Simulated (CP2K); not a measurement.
## Al2O3 in CP2K: the effect of dispersion

Crystal: Al2O3.

```
CELL_PARAMETERS angstrom
2.88432 0.00000 0.00000
-1.44216 2.49790 0.00000
0.00000 0.00000 9.33675
ATOMIC_POSITIONS crystal
Al 0.00000 0.00000 0.85001
Al 0.00000 0.00000 0.14999
O 0.33333 0.66667 0.77768
O 0.66667 0.33333 0.00000
O 0.33333 0.66667 0.22232
```

Measurements of this composition are mostly on another form, of space group No. 167.

Alike in all runs:

- Program: CP2K 2026.2
- Task: single point
- Functional: r2SCAN
- Potentials or basis: POTENTIAL_UZH Al GTH-SCAN-q3, O GTH-SCAN-q6; DZVP-MOLOPT-SCAN-GTH basis
- Density cutoff: 11565 eV
- k mesh: 11 × 11 × 3
- Occupations: fermi-dirac, width 0.05 eV
- Spin: no spin polarisation

| dispersion | pressure (GPa) | largest force (eV/Å) |
| --- | --- | --- |
| none | -5.0 | 0.58 |
| D3(BJ) | -5.9 | 0.59 |
| D4 | ? | ? |
| rVV10 | -5.3 | 0.57 |
| D3(BJ)+ATM | -5.7 | 0.59 |

Q: What does the run with dispersion D4 give?

A: Pressure -5.8 GPa; largest force 0.60 eV/Å.

Caveats: the basis of atomic orbitals isn't converged, which shifts pressures, moduli and gaps.

Runs at the PBE level aren't shown here.
